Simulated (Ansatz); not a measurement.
Crystal: Ni.

```
CELL_PARAMETERS angstrom
0.00000 1.73757 1.73757
1.73757 0.00000 1.73757
1.73757 1.73757 0.00000
ATOMIC_POSITIONS crystal
Ni 0.00000 0.00000 0.00000
```

Alike in all runs: program Ansatz 0.2.0; functional PBEsol; potentials or basis Ansatz PAW; cutoff 420 eV (not typed: the program's choice for these potentials); k mesh 13 × 13 × 13; occupations fermi-dirac, width 0.05 eV.

Starts and where they ended:

```tsv
start	free energy over the lowest (meV/atom)	net moment (μB)	site or absolute moments (μB)	gap
collinear spin, ferromagnetic start of up to 2.5 μB	0.0	0.63	Ni +0.66	none (metal or under the smearing width)
collinear spin, random start of up to 0.83 μB	0.0	0.63	Ni +0.66	none (metal or under the smearing width)
collinear spin, ferromagnetic start of up to 1 μB	0.0	0.63	Ni +0.66	none (metal or under the smearing width)
no spin polarisation	53.0	-	-	none (metal or under the smearing width)
```

Allowing spin polarisation gains 53 meV/atom. A still lower state may exist.
